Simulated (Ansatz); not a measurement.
Base system: SrTe in the rock salt structure (space group Fm-3m, No. 225; a = 6.607 Å). Axes: x, y, z lie along the cube axes.

One thing is altered: compressive biaxial strain of 3.23 % in the plane normal to [111], as in epitaxy on a mismatched substrate; the out-of-plane cell vector and the atoms relax.

Levels (all Ansatz, a quantum-chemistry and plane-wave program, PAW): PBEsol (420 eV, scalar-relativistic without spin-orbit coupling); r2SCAN (500 eV, no spin-orbit coupling); HSE06 (420 eV, no SOC).

One geometry, relaxed with PBEsol, under each level:

```json
[
 {"level": "PBEsol", "band gap": "1.34 eV", "lowest conduction level above the VBM at special points": "F 1.34 eV; Γ 2.50 eV; S₀ 2.64 eV; S₂ 2.64 eV", "electron mass": "1.3 mₑ along k, 0.23 mₑ across (at F)", "pressure": "13.5 kbar"},
 {"level": "r2SCAN", "band gap": "1.82 eV", "lowest conduction level above the VBM at special points": "F 1.82 eV; Γ 3.11 eV; S₀ 3.16 eV; S₂ 3.16 eV", "electron mass": "1.2 mₑ along k, 0.24 mₑ across (at F)", "pressure": "33.0 kbar"},
 {"level": "HSE06", "band gap": "…", "lowest conduction level above the VBM at special points": "…", "electron mass": "–", "pressure": "–"}
]
```

### Question
Give the withheld HSE06 results.

### Answer

- HSE06, band gap: 2.13 eV
- HSE06, lowest conduction level above the VBM at special points: F 2.13 eV; Γ 3.43 eV; S₀ 3.50 eV

Single points use the geometry relaxed with PBEsol. Their cutoffs differ, which shifts pressures a little. The hybrid gap comes from the SCF mesh plus the semilocal run's edge points and a few special points and is an upper bound. Spin-orbit coupling, missing from the scalar runs, can matter with Te. Masses are band curvatures over ±0.01 Å⁻¹ around the edge. Along k means along the line from Γ to the band edge. Stability against distortions was not tested. k-point labels follow each cell's own Brillouin zone.
